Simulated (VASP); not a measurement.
A run of VASP 6.6.1:

The input INCAR:

```
SYSTEM = ZnS
PREC = Accurate
ENCUT = 600
EDIFF = 1E-6
ISMEAR = 0
SIGMA = 0.03
LREAL = .FALSE.
LASPH = .TRUE.
NELM = 80
ALGO = Normal
ISIF = 3
LWAVE = .FALSE.
LCHARG = .FALSE.
GGA = PS
IBRION = 2
NSW = 90
EDIFFG = -0.01
```

The input KPOINTS:

```
regular mesh
0
G
  9 9 5
  0 0 0
```

The input POSCAR:

```
ZnS
1.0
    3.8206924600      0.0000000000      0.0000000000
   -1.9103462300      3.3088167300      0.0000000000
    0.0000000000      0.0000000000      6.2024108700
Zn S
2 2
Direct
    0.3333333300      0.6666666700      0.0000000000
    0.6666666700      0.3333333300      0.5000000000
    0.3333333300      0.6666666700      0.3750000000
    0.6666666700      0.3333333300      0.8750000000
```

Potentials or basis: VASP PAW PBE potentials, release 64 (Zn, S).

Run with:

```sh
$ cat potpaw_PBE.64/Zn/POTCAR potpaw_PBE.64/S/POTCAR > POTCAR
$ mpirun -np 1 vasp_std > vasp.out
```

Hardware: 1 thread of Intel(R) Xeon(R) 6975P-C (Granite Rapids), with other jobs on the host.

Task: How long does it take, and how much memory?

Result: Wall time 2.2 min on 1 thread of Intel(R) Xeon(R) 6975P-C (Granite Rapids), with other jobs on the host, peak memory 0.26 GiB. Counts: scf iterations 70, k points 36, ion steps 11.
